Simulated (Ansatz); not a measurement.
Geometry optimisation, DFT PBE-D3(BJ), scalar-relativistic, plane waves, PAW (Ansatz 0.2.0).

Input file:

```yaml
crystal:
  lattice:
    - [7.398, 0.0, 0.0]
    - [-3.699, 6.406856, 0.0]
    - [0.0, 0.0, 12.0]
  atoms:
    - { symbol: C, position: [0.0, 0.0, 0.0833333] }
    - { symbol: C, position: [0.2222222, 0.1111111, 0.0833333] }
    - { symbol: C, position: [0.0, 0.3333333, 0.0833333] }
    - { symbol: C, position: [0.2222222, 0.4444444, 0.0833333] }
    - { symbol: C, position: [0.0, 0.6666667, 0.0833333] }
    - { symbol: C, position: [0.2222222, 0.7777778, 0.0833333] }
    - { symbol: C, position: [0.3333333, 0.0, 0.0833333] }
    - { symbol: C, position: [0.5555556, 0.1111111, 0.0833333] }
    - { symbol: C, position: [0.3333333, 0.3333333, 0.0833333] }
    - { symbol: C, position: [0.5555556, 0.4444444, 0.0833333] }
    - { symbol: C, position: [0.3333333, 0.6666667, 0.0833333] }
    - { symbol: C, position: [0.5555556, 0.7777778, 0.0833333] }
    - { symbol: C, position: [0.6666667, 0.0, 0.0833333] }
    - { symbol: C, position: [0.8888889, 0.1111111, 0.0833333] }
    - { symbol: C, position: [0.6666667, 0.3333333, 0.0833333] }
    - { symbol: C, position: [0.8888889, 0.4444444, 0.0833333] }
    - { symbol: C, position: [0.6666667, 0.6666667, 0.0833333] }
    - { symbol: C, position: [0.8888889, 0.7777778, 0.0833333] }
    - { symbol: C, position: [0.6147989, 0.7536343, 0.205] }
    - { symbol: H, position: [0.607288, 0.8713593, 0.255] }
    - { symbol: H, position: [0.6223099, 0.6359093, 0.255] }
basis:
  ecutwfc: 420.0
kpoints:
  mp_grid: { grid: [2, 2, 1] }
hamiltonian:
  xc: pbe
  dispersion: d3bj
scf:
  occupations: { method: gaussian, width: 0.02 }
  lower_state_search: "off"
relax:
  f_tol: 0.03
  max_steps: 60
  adjacent_minimum: "off"
```

Run as:

```bash
$ ansatz run input.yaml --threads 1 --pin off --max-ram 3072MiB --backend cpu --events-out ev --progress --plain --runs-dir out
```

Question: Where does it end, and by what steps?

Answer: The forces met the threshold. Limits of this set-up: slab without dipole correction, open-shell adsorbate without spin. After 11 steps the energy has fallen by 3.032 eV; H20 moved furthest, 1.05 Å.

| step | energy less start (eV) | largest force component (eV/Å) | accepted |
| --- | --- | --- | --- |
| 0 | 0.0000 | 2.938 | yes |
| 1 | -0.8824 | 1.339 | yes |
| 2 | -1.5793 | 1.275 | yes |
| 3 | -2.0901 | 1.321 | yes |
| 4 | -2.5648 | 1.408 | yes |
| 5 | -2.8548 | 0.850 | yes |
| 6 | -3.0040 | 0.406 | yes |
| 7 | -3.0258 | 0.272 | yes |
| 8 | -3.0261 | 0.379 | yes |
| 9 | -3.0321 | 0.045 | yes |
| 10 | -3.0321 | 0.044 | yes |
| 11 | -3.0322 | 0.004 | yes |

```xyz
21
Lattice="7.3980 0.0000 0.0000 -3.6990 6.4069 0.0000 0.0000 0.0000 12.0000" Properties=species:S:1:pos:R:3
C -0.004 0.014 0.948
C 1.231 0.734 0.889
C -1.256 2.171 0.889
C -0.022 2.891 0.948
C -2.472 4.305 0.885
C -1.252 5.007 0.885
C 2.450 0.031 0.890
C 3.687 0.749 0.885
C 1.238 2.164 0.948
C 2.451 2.843 0.996
C -0.041 4.281 0.995
C 1.169 5.041 1.332
C 4.922 0.062 0.995
C 6.135 0.741 0.948
C 3.685 2.156 0.885
C 4.922 2.874 0.891
C 2.505 4.270 1.332
C 3.714 5.031 0.995
C 1.837 4.656 2.637
H 2.301 5.461 3.203
H 1.372 3.851 3.202
```

The run took 41 s on 1 CPU thread of a shared host.
